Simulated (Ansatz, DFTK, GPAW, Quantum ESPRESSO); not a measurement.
**Ir: 4 runs at one level of theory**

```xyz
1
Lattice="0.0000 1.9156 1.9156 1.9156 0.0000 1.9156 1.9156 1.9156 0.0000" Properties=species:S:1:pos:R:3 pbc="T T T"
Ir    0.0000    0.0000    0.0000
```

Alike in all runs: task band structure; functional PBE; k mesh 12 × 12 × 12; occupations fermi-dirac, width 0.05 eV; no spin polarisation; no spin-orbit coupling. Pressure is positive in compression and, in plane waves, holds the error of the finite cutoff.

```tsv
program and potentials	plane-wave cutoff (eV)	notes	pressure (GPa)
Quantum ESPRESSO, PseudoDojo 0.4.1 SR PBE standard	925	17 valence electrons an atom on average	10.38
Ansatz, all-electron LAPW, scalar-relativistic	-	-	11.08
DFTK, SG15 1.2 (PBE)	952	17 valence electrons an atom on average	?
GPAW, GPAW PAW data sets (gpaw-data 1.2.1)	600	15 valence electrons an atom on average	9.85
```

Estimate from the other rows what the run with DFTK, SG15 1.2 (PBE) gave.

Pressure 10.54 GPa. The other rows, which needn't bracket it: pressure 9.85 to 11.08.
